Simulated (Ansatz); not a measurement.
ZnF2

Computed with Ansatz (plane waves, PAW, 420 eV cutoff): PBE, scalar-relativistic, no spin polarisation, Γ-centred 6×6×10 mesh, 0.05 eV Gaussian smearing; PAW files: Ansatz's generated set soft_2.

```xyz
6
Lattice="4.8000 0.0000 0.0000 0.0000 4.8000 0.0000 0.0000 0.0000 3.1756" Properties=species:S:1:pos:R:3 pbc="T T T"
Zn    0.0000    0.0000    0.0000
Zn    2.4000    2.4000    1.5878
F     1.4610    1.4610    0.0000
F     0.9390    3.8610    1.5878
F     3.3390    3.3390    0.0000
F     3.8610    0.9390    1.5878
```

The chain of runs began from a measured cell (COD), expanded in volume.

The cell is relaxed to zero pressure at this level.

Path: Γ–X–M–Γ–Z–R–A–Z | X–R | M–A, with Γ = (0.000, 0.000, 0.000), X = (0.000, 0.500, 0.000), M = (0.500, 0.500, 0.000), Z = (0.000, 0.000, 0.500), R = (0.000, 0.500, 0.500), A = (0.500, 0.500, 0.500) in reciprocal vectors of the calculation's cell.

Question: Is it a metal or an insulator, and if it has a gap, where are the band edges on this path?

Answer: An insulator with a gap of 3.52 eV on the path, the valence band topping at R and the conduction band bottoming at Γ; the smallest direct gap is 3.53 eV.

Bands as a text map, energy in eV from the Fermi level (dashes), each leg drawn with the same width:
```
  3.71 |      *                                                            
  3.43 |                 *                                                 
  3.14 |     *                  *                                          
  2.86 |    *             *                                                
  2.57 |                       *                                           
  2.29 |   *               *                                               
  2.00 |  *                 * *                                            
  1.71 |**                   *                                             
  1.43 |                                                                   
  1.14 |                                                                   
  0.86 |                                                                   
  0.57 |                                                                   
  0.29 |                                                                   
  0.00 |-------------------------------------------------------------------
 -0.29 |                                                                   
 -0.57 |                                                                   
 -0.86 |                                                                   
 -1.14 |                                                                   
 -1.43 |                                                                   
 -1.71 |****               ****           ****       **         ***        
 -2.00 |*************************       **    **    *  *  ******   **      
 -2.29 |      ****       *     ***     *        ** *      ***        ***   
 -2.57 |**** **   **    *  ***** **  **           ****  *    *         ****
 -2.86 |*******  ***************** ***********************    *************
 -3.14 |*********   ** *  ***********************  *********** **** *    * 
 -3.43 |*********     ********   **   *        *        * *****    *   **  
 -3.71 |    ********** ***    ***      **     *     *     ***  *    ***    
 -4.00 |  ****     *********  * *        *****       ***     ** ****   *** 
        Γ      X      M      Γ      Z      R      A      ZX       RM      A
```

Formal charges Zn²⁺, F⁻ balance and leave closed shells on every ion, so a band insulator is expected, and the gap is 3.52 eV.

Within 0.6 eV of the edges the projected states are 63 % F 2p at the top of the valence band and 78 % Zn 4s at the bottom of the conduction band. The valence edge mixes anion p with metal states, so the bond is partly covalent and the gap isn't a plain transfer from F to Zn.

Semilocal functionals underestimate band gaps, commonly by a third or more. The relaxed cell is 6 % larger in volume than the cell of this structure in the Crystallography Open Database (11.56 Å³/atom, 2001).
